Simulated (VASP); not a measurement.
## NaF: electrostatic potential with PBE

Crystal: NaF.

```
Na F
1.0
     0.00000    2.27431    2.27431
     2.27431    0.00000    2.27431
     2.27431    2.27431    0.00000
Na F
1 1
Direct
  0.00000 0.00000 0.00000
  0.50000 0.50000 0.50000
```

The cell was built by a generator and needn't be a form met in nature.

```json
{
 "Program": "VASP 6.6.1",
 "Task": "electrostatic potential",
 "Functional": "PBE",
 "Potentials or basis": "VASP PAW PBE potentials, release 64 (Na_pv, F)",
 "Cutoff": "520 eV",
 "k mesh": "10 × 10 × 10",
 "Occupations": "gaussian, width 0.02 eV",
 "Spin": "non-collinear spin, zero start, spin-orbit coupling",
 "Starting moments": "[[0.0, 0.0, 0.0], [0.0, 0.0, 0.0]] μB",
 "Further INCAR settings": "ALGO = Normal; EDIFF = 1e-06"
}
```

The pressure is 5.5 GPa, the net moment is 0.00 μB per cell and the valence electrons inside the program's atomic spheres are Na 6.06; F 6.12.

Moments on the atoms (μB; x, y, z):
```
Na  0.00 0.00 0.00
F   0.00 0.00 0.00
```

It took 14 s on 4 MPI ranks on Intel(R) Xeon(R) Platinum 8175M CPU @ 2.50GHz (Skylake/Cascade Lake) (shared host), peak memory 0.2 GiB a rank.
